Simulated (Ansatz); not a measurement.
Wanted: the native input for an Ansatz 0.2.0 run.

```yaml
Task: single point
Functional: PBE
Potentials_or_basis: Ansatz PAW
Cutoff: "420 eV (not typed: the program's choice for these potentials)"
k_mesh: 8 × 8 × 8
Occupations: fermi-dirac, width 0.05 eV
Spin: no spin polarisation
```

Crystal: TiC.

```xyz
2
Lattice="0.0000 2.1657 2.1657 2.1657 0.0000 2.1657 2.1657 2.1657 0.0000" Properties=species:S:1:pos:R:3 pbc="T T T"
Ti    0.0000    0.0000    0.0000
C     2.1657    2.1657    2.1657
```

The cell is a database's computed one.

These files were run (other wordings do the same):

input.yaml

```yaml
crystal:
  lattice:
    - [0.0, 2.1657188437, 2.1657188437]
    - [2.1657188437, 0.0, 2.1657188437]
    - [2.1657188437, 2.1657188437, 0.0]
  atoms:
    - { symbol: Ti, position: [0.0, 0.0, 0.0] }
    - { symbol: C, position: [0.5, 0.5, 0.5] }
hamiltonian:
  xc: pbe
  pseudopotentials: { kind: paw }
kpoints:
  mp_grid: { grid: [8, 8, 8] }
scf:
  occupations: { method: fermi_dirac, width: 0.05 }
output:
  forces: true
  stress: true
  eigenvalues: true
```

Potentials or basis: Ansatz PAW.

Command:

```bash
$ ansatz run input.yaml --threads 2 --pin off --max-ram 5120MiB --backend cpu --events-out ev --progress --plain --runs-dir out
```

Results of the run:

The pressure is 0.3 GPa and the band gap on the k mesh is none (metal or under the smearing width).

It took 0.48 s on 2 threads of Arm Neoverse V1, on a shared host, peak memory 0.27 GiB.
